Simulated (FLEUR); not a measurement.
The system is Mg.

```
CELL_PARAMETERS angstrom
-1.77276 1.77276 1.77276
1.77276 -1.77276 1.77276
1.77276 1.77276 -1.77276
ATOMIC_POSITIONS crystal
Mg 0.00000 0.00000 0.00000
```

This isn't the form of Mg at room conditions, which is hcp.

```yaml
Program: FLEUR MaX-R8.1 (later development tree)
Task: single point
Functional: PBE
Potentials_or_basis: all-electron
Basis: FLAPW
Kmax: 3.8 1/bohr
k_mesh: 11 × 11 × 11
Occupations: fermi-dirac, width 0.05 eV
Spin: no spin polarisation
Gmax: 11.8 1/bohr
Muffin-tin_radii: Mg 2.63 bohr
lmax: Mg 11
Local_orbitals_a_species: Mg 5
Max_iterations: 60
Mixing_factor: 0.05
Mixer: Anderson
Mixer_history: 15
Density_convergence: 1e-05 me/bohr^3
```

On this cell: band gap on the k mesh none (metal or under the smearing width).

The same run follows on a disturbed copy (cell strained at random at fixed volume):

```
CELL_PARAMETERS angstrom
-1.76811 1.75773 1.74720
1.76248 -1.78962 1.77345
1.78739 1.80889 -1.77909
ATOMIC_POSITIONS crystal
Mg 0.98579 0.98928 0.97885
```

Task: What changes?

Result: The energy (extrapolated to zero smearing) moves by +1.0 meV/atom; band gap on the k mesh none (metal or under the smearing width).
